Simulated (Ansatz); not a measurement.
**Ge: stiffness from a series of strains**

```xyz
4
Lattice="3.9976 0.0000 0.0000 -1.9988 3.4620 0.0000 0.0000 0.0000 6.5994" Properties=species:S:1:pos:R:3 pbc="T T T"
Ge    1.9988    1.1540    0.4151
Ge    0.0000    2.3080    3.7148
Ge    1.9988    1.1540    2.8846
Ge    0.0000    2.3080    6.1843
```

Atoms are numbered in the order listed.

The cell is the one relaxed in the Materials Project (mp-1007760), not relaxed further here; entries there can be hypothetical.

These are results of Ansatz 0.2.0, DFT, PBE, all-electron LAPW, scalar-relativistic, not measurements.

Settings: a Γ-centred 11×11×6 k mesh, Fermi–Dirac smearing of 0.05 eV, basis error target 1 meV/atom, no spin polarisation.

The strain is applied along the Cartesian axes of the cell as listed (γ is the engineering shear, twice εxy = εyz = εzx). Fractional coordinates are held (clamped ions).

σ is the change of stress from the unstrained cell, which is at 2.91 GPa; tension is positive, so slopes are stress–strain coefficients at that pressure. In a metal the k mesh adds noise.

Only quantities that a quadratic follows smoothly over the whole series are listed; rougher ones are left out.

```csv
γ,σxy (GPa),σyz (GPa)
-0.0300,-2.11,-1.47
-0.0200,-1.40,-0.98
-0.0100,-0.70,-0.49
0.0000,0.00,0.00
0.0200,1.39,0.97
0.0300,2.08,1.45
```

Question: Fit the series and read off the stiffness at zero strain.

Answer: Least-squares fits y = p0 + p1 x + p2 x² to the rows give σxy (GPa): p1 = 69.8, p2 = -17; σyz (GPa): p1 = 48.7, p2 = -10.

Question: One run, at γ = 0.0100, is withheld. Predict its row.

Answer: The fits give 0.70, 0.49; the run gave 0.70, 0.49.
